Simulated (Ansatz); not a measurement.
# Ni (P6_3/mmc) in Ansatz: further runs

Runs on Ni. Level: LDA. Tasks: single point, equation of state.

Program: Ansatz 0.2.0. These are calculated values, not measurements. Logs are shortened: lines on timing, memory, paths and dates and some standing lists are left out, and cuts for length are marked.

### 1 The crystal as given

It takes space group P6_3/mmc (No. 194, hexagonal). The conventional cell has a = 2.448 Å, b = 2.448 Å, c = 4.073 Å, α = 90.00°, β = 90.00°, γ = 120.00°. Ni (site symmetry -6m2) has 12 Ni at 2.45 to 2.48 Å as nearest neighbours.

This isn't the form of Ni at room conditions, which is fcc.

### 2 Single point, LDA, collinear spin, ferromagnetic start, 9.93 Å³/atom (volume scaled by 0.94)

Contents of input.yaml:

```yaml
crystal:
  lattice:
    - [2.3980492245, 0.0, 0.0]
    - [-1.1990246123, 2.076771548, 0.0]
    - [0.0, 0.0, 3.989665719]
  atoms:
    - { symbol: Ni, position: [0.6666666667, 0.3333333333, 0.75], spin: 1.0 }
    - { symbol: Ni, position: [0.3333333333, 0.6666666667, 0.25], spin: 1.0 }
kpoints:
  mp_grid: { grid: [12, 12, 7] }
scf:
  occupations: { method: fermi_dirac, width: 0.05 }
hamiltonian:
  xc: lda
  pseudopotentials: { kind: all_electron, lapw: { basis_error: 0.001 } }
magnetization:
  spin_polarized: true
output:
  forces: true
  stress: true
  eigenvalues: true
```

Potentials or basis: all-electron LAPW, scalar-relativistic.

Command:

```sh
ansatz run input.yaml --threads 2 --pin off --max-ram 6144MiB --backend cpu --events-out ev --progress --plain --runs-dir out
```

Standard output:

```text
Warning: RAYON_NUM_THREADS=2 ignored (pool sized by the plan → 2); use --threads N
LAPW: plane waves up to 9.428 Å⁻¹, error target 1.0e-3 eV per atom; small_component_spin mean_spin; Ni in spheres of 1.199 Å, 18 of its electrons in bands, Dirac shells [] (how accurate: hamiltonian.pseudopotentials.lapw.basis_error, Limitations)
Engine: ansatz 0.2.0, aarch64-unknown-linux-gnu
Pseudopotentials: kind: all_electron
Pseudopotential: Ni, LAPW, valence charge 18, lapw/all_electron/scalar/gaussian/Ni, Koelling and Harmon's equation, gaussian nucleus
Functional definition: SPW92
  exchange = slater_x
  correlation = pw_c
Crystal: 2 atoms, lattice volume = 19.869 Å³
Basis set: ecut = 338.64674042995966 eV, 287 PW (Γ), exchange–correlation at level 2
Bands: 23, of which v1, the nominal top of the filled ones, is band 18 counted from 1 (17 counted from 0)
Symmetry: 24 space group operations
Space group: P63/mmc (ITA 194), of the structure as read, at distance tolerance 2.7e-5 Å
Magnetic group: BNS 194.263 (UNI 1493), of the structure as read, at distance tolerance 2.7e-5 Å
k-points: 76 of 1008
Non-local potential: Ni, projectors of the file, none
Initial density: superposition of atomic densities (chi_scale 0.1, normalization cell)
Starting moments: Σ|m| = 2 μB on 2 of 2 sites
Initial wavefunctions: plane waves of lowest kinetic energy (no species holds an atomic orbital)
Functional: x = slater, c = lda
iter 1 solved again at ethr=2.59e-5 eV; its pass at ethr=1.00e-1 eV (dr2=9.32e-3 eV) is discarded
SCF iter   1: F=—  HF=-82633.185742 eV  |F-HF|=—  |Δ(HF+E_count)|=         —  Δρ=2.04e-2 (↑1.94e-2 ↓2.04e-2)  dr2=9.25e-3  dr2_m=6.98e-2  M=1.267 μB ∫|m|=1.333 μB  β_m=0.30  ethr=2.59e-5  ⟨swp⟩=3.4  Hψ=27185  notcnv=0
Mixer restart at iter 1: flushing history
preconditioner: auto → none  [metal: Δε(μ)=0.006 eV  Ē_g=10.948 eV  σ=0.050 eV  W_gap=0.03  n_scr=2 (ndim 8)  ℏωp=37.3 eV  f_vac=0.000  D(μ)=4.10/eV (n_scr^D=72)  sad-step TF]
SCF iter   2: F=—  HF=-82633.190041 eV  |F-HF|=—  |Δ(HF+E_count)|=   4.30e-3  Δρ=1.53e-2 (↑1.45e-2 ↓1.53e-2)  dr2=6.14e-3  dr2_m=3.86e-2  M=1.236 μB ∫|m|=1.313 μB  β_m=0.65  ethr=2.57e-5  ⟨swp⟩=2.0  Hψ=9848  notcnv=0
iter 3 solved again at ethr=3.00e-7 eV; its pass at ethr=1.71e-5 eV (dr2=1.08e-4 eV) is discarded
SCF iter   3: F=—  HF=-82633.194509 eV  |F-HF|=—  |Δ(HF+E_count)|=   4.47e-3  Δρ=1.13e-3 (↑7.52e-4 ↓1.13e-3)  dr2=1.08e-4  dr2_m=9.65e-5  M=1.165 μB ∫|m|=1.278 μB  β_m=0.51  ethr=3.00e-7  ⟨swp⟩=2.2  Hψ=17675  notcnv=0
SCF iter   4: F=—  HF=-82633.193196 eV  |F-HF|=—  |Δ(HF+E_count)|=   1.31e-3  Δρ=3.73e-4 (↑3.73e-4 ↓2.99e-4)  dr2=5.99e-5  dr2_m=5.42e-6  M=1.162 μB ∫|m|=1.274 μB  β_m=0.49  ethr=2.99e-7  ⟨swp⟩=3.0  Hψ=11434  notcnv=0
SCF iter   5: F=—  HF=-82633.193053 eV  |F-HF|=—  |Δ(HF+E_count)|=   1.43e-4  Δρ=1.44e-4 (↑1.44e-4 ↓1.43e-4)  dr2=1.24e-5  dr2_m=2.08e-7  M=1.163 μB ∫|m|=1.276 μB  β_m=0.71  ethr=1.66e-7  ⟨swp⟩=2.0  Hψ=9847  notcnv=0
SCF iter   6: F=—  HF=-82633.193056 eV  |F-HF|=—  |Δ(HF+E_count)|=   2.86e-6  Δρ=2.03e-5 (↑2.03e-5 ↓2.03e-5)  dr2=2.17e-7  dr2_m=7.17e-9  M=1.163 μB ∫|m|=1.276 μB  β_m=0.81  ethr=3.46e-8  ⟨swp⟩=2.0  Hψ=9847  notcnv=0
SCF iter   7: F=—  HF=-82633.193056 eV  |F-HF|=—  |Δ(HF+E_count)|=   3.55e-7  Δρ=1.89e-6 (↑1.38e-6 ↓1.89e-6)  dr2=6.68e-10  dr2_m=2.02e-10  M=1.163 μB ∫|m|=1.276 μB  β_m=0.85  ethr=6.03e-10  ⟨swp⟩=2.2  Hψ=9898  notcnv=0
SCF iter   8: F=-82633.193056 eV  HF=-82633.193056 eV  |F-HF|=5.82e-11  |Δ(HF+E_count)|=   8.08e-9  Δρ=2.09e-7 (↑1.79e-7 ↓2.09e-7)  dr2=6.93e-12  dr2_m=4.20e-12  M=1.163 μB ∫|m|=1.276 μB  ethr=1.86e-12  ⟨swp⟩=3.0  Hψ=10985  notcnv=0
SCF 1 converged in 8 iterations: F = -82633.193056 eV  dr2 = 6.93e-12
SCF converged after 8 iterations
Magnetization: 1.1632 μB (18.5816 up, 17.4184 down)
Absolute magnetization: 1.2759 μB (∫|ρ↑−ρ↓|)
Spin contamination: 0.0071 ħ² per cell (⟨S²⟩ above its minimum at these occupations)
Per-site moments (μB) at R_I (Å): [(0.5990525698966689, 1.1990245943997104), (0.5990525698966689, 1.1990245943997104)]
Free energy (F): -82633.193056 eV
Harris-Foulkes:  -82633.193056 eV  (|F-HF|=5.82e-11)
Internal energy: -82633.158796 eV  (E = F + TS)
E sigma→0 (E₀):  -82633.175926 eV
Entropy (-TS):   -0.034259 eV (-17.130 meV/atom)
Fermi energy:    20.034781 eV
--- Per-component energies (eV) ---
  E_band       = -500.466235
  E_kinetic    = 83922.422295
  E_xc         = -3328.010272
  E_electrostatic = -163227.570820  (all electrons and nuclei)
  E_smearing   = -0.034259  (= −TS)
  E_closure    = 0.000000  (closes the sum)
  E_atoms      = -82616.701191  (free atoms, spherical and without spin; not in F)
  Σ components = -82633.193056   (vs F -82633.193056, Δ=0.00e0)
  Basis errors (estimates in eV, not in F): energy 2.5e-4 per atom: plane waves 2.0e-4 (1.0e-4 summed), levels above the bands 4.4e-89, relativity 4.2e-9, radial functions 4.0e-5, core shells 6.4e-10; eigenvalues (radial functions only) 1.9e-6; not estimated: angular momenta, meshes, grids; target (lapw.basis_error) 1.0e-3; muffin-tin radii Ni 1.199 Å
--- Forces (eV/Å), atoms counted from 1 ---
  atom   1  Ni     0.00000000    -0.00000000     0.00000000
  atom   2  Ni    -0.00000000     0.00000000     0.00000000
  max |Σ_I F_I| component: 0.00e0 eV/Å
--- Stress (GPa, compression-positive) ---
        4.622289       0.000000       0.000000
        0.000000       4.622289       0.000000
        0.000000       0.000000       0.525802
  P = ⅓ Tr σ = 3.2568 GPa (32.568 kbar)
--- Band table (eV; the first three rows and the last of 152) ---
  k-point 0 ↑: bands = ["-82.8966", "-82.8477", "-43.8048", "-43.5807", "-43.5807", "-43.5409", "-43.5409", "-43.5063", "10.2577", "14.6042", "17.3095", "17.4828", "17.4828", "17.7804", "17.7804", "18.3401", "18.3401", "19.2834", "19.3875", "19.3875", "26.0605", "43.4834", "45.8126"]
  k-point 1 ↑: bands = ["-82.8942", "-82.8501", "-43.7902", "-43.5788", "-43.5788", "-43.5429", "-43.5429", "-43.5212", "10.4657", "14.5058", "17.2586", "17.4492", "17.4492", "17.7341", "17.7341", "18.4424", "18.4424", "18.5961", "19.3702", "19.3702", "27.2194", "43.2502", "44.0868"]
  k-point 2 ↑: bands = ["-82.8874", "-82.8569", "-43.7492", "-43.5732", "-43.5732", "-43.5630", "-43.5484", "-43.5484", "11.0728", "14.0680", "17.1291", "17.4065", "17.4065", "17.5307", "17.6218", "17.6218", "18.6771", "18.6771", "19.3021", "19.3021", "29.8266", "40.2323", "43.6970"]
  k-point 75 ↓: bands = ["-82.0927", "-82.0927", "-43.0707", "-43.0707", "-43.0355", "-43.0162", "-42.8705", "-42.8705", "16.5900", "16.6249", "16.6249", "16.6922", "17.4685", "17.4685", "18.6959", "18.9390", "20.0700", "20.0700", "26.1808", "26.1808", "27.2528", "28.5772", "30.2449"]
```

It took 22 s on 2 threads of Arm Neoverse V1, shared host; peak memory 0.53 GiB.

Results:

```
Free energy            : -82633.1931 eV
Pressure               : 3.3 GPa
Band gap on the k mesh : none (metal or under the smearing width)
Net moment             : 1.16 μB per cell
Absolute moment        : 1.28 μB per cell
Site moments           : Ni +0.60 μB
```

### 3 Single point, LDA, collinear spin, ferromagnetic start, 10.15 Å³/atom (volume scaled by 0.96)

Edit input.yaml of step 2 so:

```diff
@@ -2,5 +2,5 @@
   lattice:
-    - [2.3980492245, 0.0, 0.0]
-    - [-1.1990246123, 2.076771548, 0.0]
-    - [0.0, 0.0, 3.989665719]
+    - [2.4149374515, 0.0, 0.0]
+    - [-1.2074687258, 2.0913971816, 0.0]
+    - [0.0, 0.0, 4.0177628822]
   atoms:
```

Potentials or basis: all-electron LAPW, scalar-relativistic.

Command:

```sh
ansatz run input.yaml --threads 2 --pin off --max-ram 6144MiB --backend cpu --events-out ev --progress --plain --runs-dir out
```

It took 22 s on 2 threads of Arm Neoverse V1, shared host; peak memory 0.51 GiB.

Results (log left out):

```
Free energy            : -82633.1945 eV
Pressure               : -2.1 GPa
Band gap on the k mesh : none (metal or under the smearing width)
Net moment             : 1.19 μB per cell
Absolute moment        : 1.31 μB per cell
Site moments           : Ni +0.61 μB
```

### 4 Single point, LDA, collinear spin, ferromagnetic start, 10.36 Å³/atom (volume scaled by 0.98)

Edit input.yaml of step 3 so:

```diff
@@ -2,5 +2,5 @@
   lattice:
-    - [2.4149374515, 0.0, 0.0]
-    - [-1.2074687258, 2.0913971816, 0.0]
-    - [0.0, 0.0, 4.0177628822]
+    - [2.4315927189, 0.0, 0.0]
+    - [-1.2157963594, 2.1058210663, 0.0]
+    - [0.0, 0.0, 4.0454724674]
   atoms:
```

Command:

```sh
ansatz run input.yaml --threads 2 --pin off --max-ram 6144MiB --backend cpu --events-out ev --progress --plain --runs-dir out
```

It took 26 s on 2 threads of Arm Neoverse V1, shared host; peak memory 0.51 GiB.

It converged, with:

```
Free energy            : -82633.1827 eV
Pressure               : -6.8 GPa
Band gap on the k mesh : none (metal or under the smearing width)
Net moment             : 1.22 μB per cell
Absolute moment        : 1.34 μB per cell
Site moments           : Ni +0.63 μB
```

### 5 Single point, LDA, collinear spin, ferromagnetic start, 10.57 Å³/atom

Edit input.yaml of step 4 so:

```diff
@@ -2,5 +2,5 @@
   lattice:
-    - [2.4315927189, 0.0, 0.0]
-    - [-1.2157963594, 2.1058210663, 0.0]
-    - [0.0, 0.0, 4.0454724674]
+    - [2.4480228978, 0.0, 0.0]
+    - [-1.2240114489, 2.1200500186, 0.0]
+    - [0.0, 0.0, 4.07280757]
   atoms:
```

Command:

```sh
ansatz run input.yaml --threads 2 --pin off --max-ram 6144MiB --backend cpu --events-out ev --progress --plain --runs-dir out
```

Wall time 25 s (2 threads of Arm Neoverse V1, shared host); peak memory 0.51 GiB.

It converged, with:

```
Free energy            : -82633.1592 eV
Pressure               : -11.0 GPa
Band gap on the k mesh : none (metal or under the smearing width)
Net moment             : 1.24 μB per cell
Absolute moment        : 1.36 μB per cell
Site moments           : Ni +0.64 μB
```

### 6 Single point, LDA, collinear spin, ferromagnetic start, 10.78 Å³/atom (volume scaled by 1.02)

Edit input.yaml of step 5 so:

```diff
@@ -2,5 +2,5 @@
   lattice:
-    - [2.4480228978, 0.0, 0.0]
-    - [-1.2240114489, 2.1200500186, 0.0]
-    - [0.0, 0.0, 4.07280757]
+    - [2.4642354424, 0.0, 0.0]
+    - [-1.2321177212, 2.1340904941, 0.0]
+    - [0.0, 0.0, 4.0997805916]
   atoms:
```

Potentials or basis: all-electron LAPW, scalar-relativistic.

Command:

```sh
ansatz run input.yaml --threads 2 --pin off --max-ram 6144MiB --backend cpu --events-out ev --progress --plain --runs-dir out
```

It took 21 s on 2 threads of Arm Neoverse V1, shared host; peak memory 0.51 GiB.

It converged, with:

```
Free energy            : -82633.1253 eV
Pressure               : -14.7 GPa
Band gap on the k mesh : none (metal or under the smearing width)
Net moment             : 1.26 μB per cell
Absolute moment        : 1.39 μB per cell
Site moments           : Ni +0.65 μB
```

### 7 Single point, LDA, collinear spin, ferromagnetic start, 10.99 Å³/atom (volume scaled by 1.04)

Edit input.yaml of step 6 so:

```diff
@@ -2,5 +2,5 @@
   lattice:
-    - [2.4642354424, 0.0, 0.0]
-    - [-1.2321177212, 2.1340904941, 0.0]
-    - [0.0, 0.0, 4.0997805916]
+    - [2.4802374197, 0.0, 0.0]
+    - [-1.2401187098, 2.1479486129, 0.0]
+    - [0.0, 0.0, 4.1264032895]
   atoms:
```

Command:

```sh
ansatz run input.yaml --threads 2 --pin off --max-ram 6144MiB --backend cpu --events-out ev --progress --plain --runs-dir out
```

Wall time 23 s (2 threads of Arm Neoverse V1, shared host); peak memory 0.51 GiB.

It converged, with:

- Free energy: -82633.0822 eV
- Pressure: -17.9 GPa
- Band gap on the k mesh: none (metal or under the smearing width)
- Net moment: 1.28 μB per cell
- Absolute moment: 1.41 μB per cell
- Site moments: Ni +0.66 μB

### 8 Single point, LDA, collinear spin, ferromagnetic start, 11.20 Å³/atom (volume scaled by 1.06)

Edit input.yaml of step 7 so:

```diff
@@ -2,5 +2,5 @@
   lattice:
-    - [2.4802374197, 0.0, 0.0]
-    - [-1.2401187098, 2.1479486129, 0.0]
-    - [0.0, 0.0, 4.1264032895]
+    - [2.4960355362, 0.0, 0.0]
+    - [-1.2480177681, 2.1616301831, 0.0]
+    - [0.0, 0.0, 4.1526868216]
   atoms:
```

Command:

```sh
ansatz run input.yaml --threads 2 --pin off --max-ram 6144MiB --backend cpu --events-out ev --progress --plain --runs-dir out
```

Run time: 23 s. Hardware: 2 threads of Arm Neoverse V1, shared host; peak memory 0.51 GiB.

It converged, with:

```
Free energy            : -82633.0311 eV
Pressure               : -20.8 GPa
Band gap on the k mesh : none (metal or under the smearing width)
Net moment             : 1.29 μB per cell
Absolute moment        : 1.43 μB per cell
Site moments           : Ni +0.67 μB
```

### 9 Equation of state, LDA, collinear spin, ferromagnetic start

Potentials or basis: all-electron LAPW, scalar-relativistic.

No new run: the results of the series are fitted here.

What came out:

```
Equilibrium volume                        : 10.06 Å³/atom
Bulk modulus at fixed shape and positions : 251 GPa
Pressure derivative of the bulk modulus   : 4.9
```

Energy against volume, from the lowest point:
| volume (Å³/atom) | energy (meV/atom) |
| --- | --- |
| 9.935 | 0.74 |
| 10.146 | 0.00 |
| 10.357 | 5.91 |
| 10.569 | 17.69 |
| 10.780 | 34.64 |
| 10.992 | 56.17 |
| 11.203 | 81.74 |

Caveat: the cell was scaled at fixed shape and fractional positions, which overstates the stiffness of a crystal with free parameters, most of all of layers and chains.
